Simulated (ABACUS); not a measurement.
AlN:

```
Al N
1.0
     0.00000    2.18399    2.18399
     2.18399    0.00000    2.18399
     2.18399    2.18399    0.00000
Al N
1 1
Direct
  0.00000 0.00000 0.00000
  0.25000 0.25000 0.25000
```

Measurements of this composition are mostly on another form, of space group No. 186.

Base run:

```yaml
Program: ABACUS 3.10.1
Functional: BLYP
Dispersion: D2
Potentials_or_basis: PseudoDojo NC SR 0.4.1 PBE standard
Cutoff: 1143 eV
Density_cutoff: 4572 eV
Basis: plane waves
k_mesh: 10 × 10 × 10
Occupations: fermi-dirac, width 0.05 eV
Spin: no spin polarisation
```

Its results: band gap on the k mesh 3.70 eV, indirect (least direct gap 4.51 eV); pressure 5.1 GPa.

Q: The run is repeated on the same cell with these changes: dispersion from D2 to D3(BJ)+ABC. What comes out?

A: Band gap on the k mesh 3.70 eV, indirect (least direct gap 4.51 eV); pressure 0.7 GPa.

Caveats: the potentials were made for another functional, which shifts forces and pressure.

A k mesh can miss the band edges.
